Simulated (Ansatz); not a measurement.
Consider the following.

RuO$_{2}$ (rutile)

```yaml
crystal:
  lattice:
    - [4.47993, 0.00000, 0.00000]
    - [0.00000, 4.47993, 0.00000]
    - [0.00000, 0.00000, 3.10691]
  atoms:
    - { symbol: Ru, position: [0.50000, 0.50000, 0.50000] }
    - { symbol: Ru, position: [0.00000, 0.00000, 0.00000] }
    - { symbol: O, position: [0.80532, 0.80532, 0.50000] }
    - { symbol: O, position: [0.30532, 0.69468, 0.00000] }
    - { symbol: O, position: [0.69468, 0.30532, 0.00000] }
    - { symbol: O, position: [0.19468, 0.19468, 0.50000] }
```

Scan: atom 1 (Ru, nearest neighbour O at 1.934 Å; its periodic images, 3.1 Å or more away, move with it) is displaced along Cartesian x, direction (1.000, 0.000, 0.000) in Cartesian axes, by s. The other atoms stay.

Computed with r2SCAN (plane waves to 500 eV, PAW, scalar-relativistic; Ansatz, a first-principles code). k mesh 9×9×12 (Γ-centred), Fermi-Dirac smearing 0.05 eV. Energies are smeared free energies. Left out: 2 of 11 points, with atoms too close for the PAW data. With partly filled bands, energies and forces of such displacements shift with the k mesh and the smearing. RuO2 is run without spin polarisation and with no Hubbard U. RuO2 was relaxed with its symmetry unable to fall. ΔE is measured from the undisplaced structure.

The scan covers s from -0.464 to 0.464 Å in 9 points.

Problem. Is this a single well or a double well?

Solution. A single well with its minimum at or next to zero displacement.

Problem. Is the energy the same for equal positive and negative displacements?

Solution. Even: the same for both signs. With its periodic images moving along, the atom's site symmetry in this cell is mmm.

Problem. What is the force constant k = d²E/ds² of this move at s = 0?

Solution. 28.6 eV/Å².

(A displaced cell: forces are minus the slopes of the energy, force constants its curvatures, and phonons follow from these.)
